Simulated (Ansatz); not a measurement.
Simulated powder pattern, Mo Kα, λ = 0.71073 Å (kinematic, ideal powder, no thermal factors, no anomalous dispersion; the 30 strongest lines at most, above 1 %, up to 2θ = 45°):

```tsv
2θ (°)	I/Imax (%)
13.97	100
17.14	2.8
19.81	32
24.33	46
28.16	22
31.57	21
34.67	7.4
37.55	24
40.25	3.3
42.81	12
```

The pattern belongs to a structure relaxed with the program Ansatz at the r²SCAN level (PAW).

The compound is BaSnO3.

### Question
Give the crystal system and the lattice parameters.

### Answer
cubic, Pm-3m; a = 4.131 Å.

Symmetry was held in the r²SCAN relaxation; phonons on a q-mesh show no instability. Spin–orbit coupling is left out wherever it is not named.

Potentials: the later of the program's two PAW sets.
